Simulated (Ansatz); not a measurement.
**BaZrO3: levels and charges under dearer methods**

A database entry relaxed whole under r2SCAN at zero pressure (Pm-3m, No. 221):

```yaml
crystal:
  lattice:
    - [4.20491, 0.00000, 0.00000]
    - [0.00000, 4.20491, 0.00000]
    - [0.00000, 0.00000, 4.20491]
  atoms:
    - { symbol: Ba, position: [0.00000, 0.00000, 0.00000] }
    - { symbol: Zr, position: [0.50000, 0.50000, 0.50000] }
    - { symbol: O, position: [0.00000, 0.50000, 0.50000] }
    - { symbol: O, position: [0.50000, 0.00000, 0.50000] }
    - { symbol: O, position: [0.50000, 0.50000, 0.00000] }
```

Its volume is 14.87 Å³ an atom, +1.0 % against the entry's 14.73, a cell as deposited in COD (2003).

Single points on this cell with plane-wave PAW DFT (Ansatz 0.2.0; r2SCAN 500 eV, hybrids 420 eV; fermi-dirac occupations of width 0.020 eV; no moments): r2SCAN on a 8×8×8 Γ-centred mesh; r2SCAN with spin-orbit coupling on a 8×8×8 Γ-centred mesh; HSE06 on a 6×6×6 Γ-centred mesh; PBE0 on a 6×6×6 Γ-centred mesh.

**Question.** How do gap, pressure and charges move from level to level?

**Answer.** The runs give:

```tsv
level	gap (eV), or kind	pressure (GPa)	Bader charge of Ba (e)	Bader charge of Zr (e)	Bader charge of O (e)
r2SCAN	3.74	0.0	+1.58	+2.64	-1.41
r2SCAN with spin-orbit coupling	3.71	0.0	+1.58	+2.64	-1.41
HSE06	4.70	-1.5	+1.60	+2.69	-1.43
PBE0	5.45	-1.5	+1.60	+2.69	-1.43
```

Under r2SCAN the gap is 3.74 eV, over mesh and band path. HSE06 moves it by +0.96 eV and PBE0 by +1.71 eV; PBE0 keeps its exact exchange at long range, which widens the gap over HSE06's by 0.75 eV on their common mesh. Spin-orbit coupling moves the r2SCAN gap by -0.03 eV. The charge on Zr goes from +2.64 to +2.69 e under HSE06.

Caveats: the relaxation kept the start's symmetry; HSE06 is read on its mesh and at the zone's corners, PBE0 on its mesh alone; hybrid pressures are good to a few tenths of a GPa; pressure is positive in compression.
